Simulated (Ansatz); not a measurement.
Crystal: MnAs.

```
As Mn
1.0
     3.71000    0.00000    0.00000
    -1.85500    3.21295    0.00000
     0.00000    0.00000    5.69100
As Mn
2 2
Direct
  0.66667 0.33333 0.75000
  0.33333 0.66667 0.25000
  0.00000 0.00000 0.50000
  0.00000 0.00000 0.00000
```

Base run:

```yaml
Program: Ansatz 0.2.0
Functional: PBEsol
Potentials_or_basis: Ansatz PAW
Cutoff: "420 eV (not typed: the program's choice for these potentials)"
k_mesh: 8 × 8 × 5
Occupations: fermi-dirac, width 0.05 eV
Spin: no spin polarisation
```

Its results: band gap on the k mesh none (metal or under the smearing width); pressure -24.3 GPa.

Question: The run is repeated on the same cell with these changes: spin from no spin polarisation to collinear spin, ferromagnetic start. What comes out?

Answer: Band gap on the k mesh none (metal or under the smearing width); pressure -8.7 GPa; net moment 6.23 μB per cell; site moments As -0.12; Mn +3.12 μB.

Caveats: the PAW data sets come from PBE, with cores solved anew for the run's functional, which leaves a small shift of forces and pressure.
